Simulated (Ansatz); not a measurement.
# C: energy above lowest point and pressure against volume per atom

Equation of state of a cubic crystal from periodic Kohn-Sham density functional theory without spin; pressure corrected for the finite basis. The results are calculated, by Ansatz 0.2.0 development build.

Cell of the first row (space group Pm-3m, No. 221):
```
C
1.0
      1.7403     0.0000     0.0000
      0.0000     1.7403     0.0000
      0.0000     0.0000     1.7403
C
1
Direct
  0.00000 0.00000 0.00000
```

Settings of every row: formula C; structure type simple cubic; functional PBE; spin treatment none; k mesh 31x31x31; occupation method fermi-dirac; occupation width 0.061225619 eV; wave cutoff 820 eV; datasets hand-made PAW; density cutoff ratio 4.

Limits: a cubic model structure, not a phase known at ambient conditions; modest k-mesh, values are not fully converged in k; the SCF threshold is loose for a stress in some rows.

```
row  volume per atom (Å³)  energy above lowest point (meV/atom)  pressure (GPa)
  1                 5.271                                 19.69          20.953
  2                 5.383                                   7.9          12.879
  3                 5.495                                  1.49            5.54
  4                 5.607                                     0          -1.176
  5                 5.719                                     3          -7.294
  6                 5.832                                     ?               ?
  7                 5.944                                 20.82         -17.801
```

Question: what energy above lowest point and pressure should row 6 give?

Worked fit of energy above lowest point. Take u = (V_r/V)^(2/3) − 1 with V_r = 5.551 Å³ an atom, which is twice the finite (Eulerian) strain; such expansions in the strain, on which the Birch-Murnaghan equation of state is built, carry the rest volume and the bulk modulus. The shown rows have u = 0.03511, 0.0207, 0.00678, -0.00667, -0.01968, -0.04458. Least squares give energy above lowest point = 0.165 + 107.33 × u + 12797.2 × u² meV/atom; a straight line predicts inner rows, each left out in turn, worse (root mean square 8 against 0.027 meV/atom). The rows lie off it by -0.02, 0.03, 0.01, -0.02, -0.01, 0.01. Its lowest point lies at u = -0.0042, or V = 5.586 Å³ an atom, and the curvature there gives the bulk modulus at fixed shape and fractions, B = (4/9)(1 + u)² E″(u)/V = 324 GPa. The withheld row has u = -0.03239, so the fit gives 0.165 + 107.33 × (-0.03239) + 12797.2 × (-0.03239)² = 10.11 meV/atom.

The calculation gave 10.07 meV/atom. The fit lies 0.04 meV/atom (0.19 % of the column's range) above it; its largest miss of a shown row is 0.03 meV/atom.

Worked fit of pressure. Take u = (V_r/V)^(2/3) − 1 with V_r = 5.551 Å³ an atom, which is twice the finite (Eulerian) strain; such expansions in the strain, on which the Birch-Murnaghan equation of state is built, carry the rest volume and the bulk modulus. The shown rows have u = 0.03511, 0.0207, 0.00678, -0.00667, -0.01968, -0.04458. Least squares give pressure = 2.0877 + 497.443 × u + 1144.78 × u² GPa; a straight line predicts inner rows, each left out in turn, worse (root mean square 0.72 against 0.033 GPa). The rows lie off it by -0.011, 0.004, 0.027, 0.003, -0.035, 0.012 (root mean square 0.019 GPa). The pressure vanishes at u = -0.0042, or V = 5.586 Å³ an atom, and there the bulk modulus at fixed shape and fractions is B = −V dP/dV = (2/3)(1 + u) dP/du = 324 GPa. The withheld row has u = -0.03239, so the fit gives 2.0877 + 497.443 × (-0.03239) + 1144.78 × (-0.03239)² = -12.823 GPa.

The calculation gave -12.816 GPa. The fit lies 0.007 GPa (0.018 % of the column's range) below it; its largest miss of a shown row is 0.035 GPa.
